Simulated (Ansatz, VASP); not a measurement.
**C: VASP beside Ansatz**

```xyz
2
Lattice="0.0000 2.1292 3.6490 1.2296 0.0000 3.6490 1.2296 2.1292 0.0000" Properties=species:S:1:pos:R:3 pbc="T T T"
C     1.2296    0.7098    3.6490
C     1.2296    3.5486    3.6490
```

Alike in both runs: functional PBEsol; k mesh 15 × 15 × 15; occupations gaussian, width 0.15 eV; no spin polarisation.

Ansatz relaxed the structure, and its values are those at the end. VASP's run is a single point on that final structure, the one shown.

```csv
,VASP,Ansatz
version,VASP 6.6.1,Ansatz 0.2.0
potentials or method,"VASP PAW PBE potentials, release 64 (C)","plane waves, PAW"
plane-wave cutoff (eV),520,422
valence electrons in the cell,8,8
```

Ansatz gave:

| Item | Value |
| --- | --- |
| pressure (GPa) | 0.0 |

Estimate VASP's values.

pressure (GPa): 0.6.

Ansatz warned: «stress_scf_threshold_loose».

Caveats: the PAW data sets were made with another functional, which shifts forces and pressure a little (VASP).
